## Is it the functional or something else when a computed polarisability misses?

I am comparing polarisabilities of small molecules, many of them halides, with measured values. They are given as polarisability volumes, and each column after the measured one is an error, computed less measured.

Mean polarisability volumes of small molecules in the gas phase, computed with PySCF 2.14.0 using HF and four density functionals, the def2-SVPD basis and density fitting, at PBE0-D3(BJ)/def2-SVP geometries. Computed values are electronic and static; errors are computed less measured.

```tsv
case (SMILES)	measured (Å^3)	PBE less measured (Å^3)	CAM-B3LYP less measured (Å^3)	HF less measured (Å^3)	LC-wPBE less measured (Å^3)	wB97X-D less measured (Å^3)
FB(F)F	2.42	0.09	-0.08	-0.44	-0.07	-0.10
CF	2.54	0.07	-0.04	-0.23	-0.09	-0.06
FCF	2.761	-0.02	-0.17	-0.43	-0.19	-0.19
FC(F)F	2.801	0.09	-0.09	-0.42	-0.10	-0.11
FN(F)F	2.81	-0.03	-0.17	-0.42	-0.19	-0.19
[F][Ge]([F])([F])[F]	4.05	0.28	-0.06	-0.75	-0.08	-0.09
P	4.237	0.25	0.15	0.03	0.07	0.15
FP(F)F	4.414	-0.35	-0.57	-0.95	-0.59	-0.57
FCCl	4.509	0.13	-0.07	-0.36	-0.18	-0.11
FC(F)(F)Cl	4.65	0.18	-0.07	-0.48	-0.13	-0.10
[GeH4]	4.77	0.60	0.43	0.13	0.31	0.44
FC(Cl)(Cl)Cl	8.249	0.48	0.05	-0.44	-0.16	-0.01
ClB(Cl)Cl	8.7	-0.19	-0.62	-1.21	-0.83	-0.69
BrB(Br)Br	11.351	0.79	0.12	-0.61	-0.18	0.15
[Cl][Ge]([Cl])([Cl])[Cl]	12.49	0.38	-0.24	-1.16	-0.61	-0.37
p12p3p1p23	13.589	-0.44	-0.61	-0.65	-0.80	-0.59
BrP(Br)Br	14.38	0.19	-0.46	-1.03	-0.82	-0.46
```

At first I wanted to pick the column with the smallest errors and move on. But HF is nearly perfect for PH₃ and very poor for BCl₃, PBE does well for BF₃ and badly for GeH₄, and PF₃ is too low whatever I use. Can I tell from the numbers which misses are the fault of the functional, and why do the methods fail where they do?

### Answer

Three sizes are worth remembering. Going from PBE to HF lowers the polarisability of these halides by roughly 8 to 24 per cent, with the largest drops in molecules rich in fluorine. In P₄, which has only bonds between equal atoms, the same change costs about 2 per cent. On top of this, some molecules carry a miss of about 0.1 to 0.4 Å³ that no column removes.

**Separate the two kinds of miss first.** An error against experiment contains the fault of the functional, but also everything that the columns have in common: the measured value, the geometry, the basis set, and the neglect of nuclear motion and of relativity, the last of which matters mainly for germanium and bromine. Subtract one error from another and the measured value drops out. For BF₃ the difference between PBE and HF is $0.09-(-0.44)=0.53$ Å³, about a fifth of the PBE polarisability. That difference is purely electronic, because both methods used the same structure.

PBE gives the highest value in every row. HF gives the lowest in every row but P₄, where LC-wPBE goes lower still. On average PBE lies 0.15 Å³ above the measured values and HF 0.55 Å³ below them. The range-separated functionals, which bring in exact exchange mainly at long range, have average errors between these two.

**Why HF comes out low for halides.** A polarisability says how easily a field shifts the electron cloud. In HF each electron feels only the average of the others. Real electrons avoid one another: when one of a pair is close to the nucleus, the other tends to be further out, where it is held less firmly and follows a field more readily. This matters most in a crowded, compact shell that carries negative charge, and the fluorine atoms of these molecules come close to that picture.

HF also tends to make polar bonds too ionic, so that the bonding pair sits too firmly on the halogen. The dipole moments from the same calculations agree with this. Going from PBE to HF, the dipole of CH₃F grows from 1.67 to 1.99 D, and that of PF₃ from 1.14 to 1.54 D. The larger dipoles show that charge is spread more unevenly in HF than in PBE, though not how much of the change is the fault of either method. That this also stiffens the response is an argument from theory.

**Why PBE comes out higher.** Its approximate exchange does not fully cancel the repulsion of an electron with itself, so outer electrons are bound too loosely. It also builds up too little resistance when a field begins to move charge across the molecule. Both faults raise the polarisability. Lone pairs on halogens are therefore places where PBE and HF err in opposite directions, and the gap between them opens there.

P₄ is the useful contrast. Its bonds are not polar, and no atom carries a crowded negative shell. In such a bond, correlation has a second effect that works the other way: it hinders the field from pushing both electrons of a pair to the same end. With the two effects opposed, leaving correlation out should do less harm. The small difference of 0.21 Å³ between PBE and HF fits that view, but it also requires that PBE errs little here, or in the same direction as HF, which the difference alone cannot show.

**A simple count captures most of this.** If the disagreement arises at the ligands, each ligand should add its own share:

$$\alpha_{\mathrm{PBE}}-\alpha_{\mathrm{HF}}\approx n_{\mathrm H}d_{\mathrm H}+n_{\mathrm F}d_{\mathrm F}+n_{\mathrm{Cl}}d_{\mathrm{Cl}}+n_{\mathrm{Br}}d_{\mathrm{Br}}$$

Here $\alpha$ is the polarisability volume, $n$ the number of ligands of each kind and $d$ the share of one ligand. A least-squares fit to all 17 molecules gives shares of about 0.07 for H, 0.17 for F, 0.33 for Cl and 0.44 Å³ for Br. There is no constant term, so a molecule without ligands, such as P₄, is predicted to show no difference at all.

Take CF₃Cl, which was part of the fit. Three fluorines and one chlorine give $3\times0.170+0.328=0.838$ Å³. The table gives $0.18-(-0.48)=0.66$ Å³. The estimate has the right size but is about a quarter too high, and a miss of this kind is typical: the root-mean-square deviation over all rows is 0.16 Å³.

Could it be that larger molecules simply show larger differences? A straight line in the PBE polarisability, fitted to the same 17 rows, has a larger deviation of 0.31 Å³. Most of its handicap comes from P₄, where it expects 1.11 Å³ instead of 0.21. Without that row the line would do nearly as well as the count, and with two fitted numbers instead of four. So size does matter among these molecules, but it is not the whole story: GeF₄ and PH₃ have similar PBE polarisabilities, yet their differences between PBE and HF are 1.03 and 0.22 Å³.

The shares also explain a pattern that looks contradictory. Replacing fluorine by chlorine increases the disagreement in Å³ but reduces it in per cent, from 21 to 12 between BF₃ and BCl₃. Chlorine brings a larger disagreement, but it brings even more polarisability. So expect the largest relative failures in fluorides and the largest absolute ones in heavier halides with many ligands.

The count ignores the central atom, and this is where it fails. It overestimates the difference for every carbon compound here and underestimates it for all three germanium compounds, most of all for GeF₄, with 0.68 against 1.03 Å³. Bonds from germanium to halogens are more polar than those from carbon, which would act in this direction. But GeH₄, with its nearly non-polar bonds, is underestimated too, so bond polarity is at best part of the reason.

**Don't read the failure off the orbital gap.** It is tempting to say that HF has a wide gap between occupied and empty orbitals and must therefore give a stiff molecule. From PBE to HF the gap of P₄ widens by a factor of 2.4, that of BF₃ by only 2.1. Yet P₄ hardly changes its polarisability, while BF₃ loses a fifth.

The reason is that a polarisability is not a sum over independent jumps between orbitals. An empty HF orbital describes an extra electron added to the whole molecule, which puts it high in energy. When a field shifts an electron, however, it leaves a hole behind, and exact exchange brings in the attraction between the two. This attraction offsets much of the wider gap.

**Now look for misses that the functional does not repair.** The sign of the errors is a quick test. If some columns are positive and others negative, the measured value lies within the range of the methods, and the choice of functional can account for the miss. If all five share a sign, even the closest method leaves something over. This happens in seven rows, but in CH₂F₂, NF₃ and PH₃ the remainder is only 0.02 to 0.03 Å³ and deserves no explanation.

Four molecules remain. PF₃, BCl₃ and P₄ are too low in every column, and GeH₄ is too high in every column. For PF₃ even PBE, the highest method, falls short by 0.35 Å³. The test does not clear the functionals completely, since all five could share a fault, but it does show that switching among them is no cure.

Comparing related molecules makes the same point. From BCl₃ to BBr₃ the measured polarisability rises by 2.65 Å³. PBE gives a rise of 3.63 and HF one of 3.25, with the other three in between. The whole choice of functional moves this step by about 0.4 Å³, and the nearest result is still 0.6 Å³ too large.

One possible contribution to the low values is nuclear motion. A slowly varying field also shifts the charged atoms of a polar molecule against each other, which adds to the polarisability, whereas the computed values hold the nuclei still. If the measured value for PF₃ contains this part, the calculation should lie below it. That is a guess which these numbers do not test, and it offers little for P₄, whose atoms carry no such charges. Another possibility would apply to P₄ as well: a value measured with visible light is slightly larger than the static one computed here, because the electrons respond more strongly as the frequency rises towards their first absorption.

**This is why the smallest error can mislead.** HF is the best column for GeH₄, but every other method overshoots there by more; its habit of giving low values merely offsets part of a common excess. PBE is the best column for PF₃, BCl₃ and P₄ for the opposite reason. In these rows the winner is the method whose own bias happens to oppose the shared miss.

The same caution applies to the averages. PBE and CAM-B3LYP miss by the same 0.15 Å³ on average, one above and one below. A modest basis set usually makes molecules somewhat too stiff, which would hide part of PBE's excess and exaggerate the shortfall of the others. I would not rank those two on this evidence, whereas HF's failure for the fluorides is large enough to stand out.

For practical work the distinction matters, because several of these molecules serve as dopant sources, precursors or etchants in chip making. The dispersion attraction between a molecule and a surface grows roughly in proportion to the molecule's polarisability. All else being equal, a value that is a fifth too low makes that attraction about a fifth too weak. For fluorine-rich gases I would therefore avoid HF polarisabilities, and for any molecule whose errors all share a sign I would check the basis set and the measured value before changing the functional.
